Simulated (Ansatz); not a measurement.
Sn:

```
Sn
1.0
     0.00000    3.23334    3.23334
     3.23334    0.00000    3.23334
     3.23334    3.23334    0.00000
Sn
2
Cartesian
  4.8500 4.8500 4.8500
  3.2333 3.2333 3.2333
```

This isn't the form of Sn at room conditions, which is tetragonal (white tin).

```yaml
Program: Ansatz 0.2.0
Task: relaxation of cell and atoms
Functional: HSEsol
Potentials_or_basis: Ansatz PAW
Cutoff: "420 eV (not typed: the program's choice for these potentials)"
k_mesh: 4 × 4 × 4
Occupations: fermi-dirac, width 0.05 eV
Spin: no spin polarisation
```

At the start: volume 33.80 Å³/atom.

Question: How do energy, volume and symmetry change on relaxing?

Answer: It ends after 4 steps and the volume is 34.50 Å³/atom (+2.1 %); space group Fd-3m (No. 227, to 0.05 Å).

The path:
```csv
step,energy change (eV),largest force (eV/Å),volume (Å³)
1,0.0000,0.0000,67.61
2,-0.0017,0.0000,69.96
3,-0.0039,0.0000,69.01
4,-0.0041,0.0000,69.01
```

Final structure:
```
Sn
1.0
     0.00000    3.25554    3.25554
     3.25554    0.00000    3.25554
     3.25554    3.25554    0.00000
Sn
2
Cartesian
  4.8833 4.8833 4.8833
  3.2555 3.2555 3.2555
```

Caveat: the k mesh is coarse (spacing up to 0.42 Å⁻¹), so the values aren't converged, least of all with exact exchange; the plane-wave basis is chosen anew once the cell has moved, so the energies of steps on either side of that aren't comparable; the PAW data sets come from PBE, with cores solved anew for the run's functional, which leaves a small shift of forces and pressure.
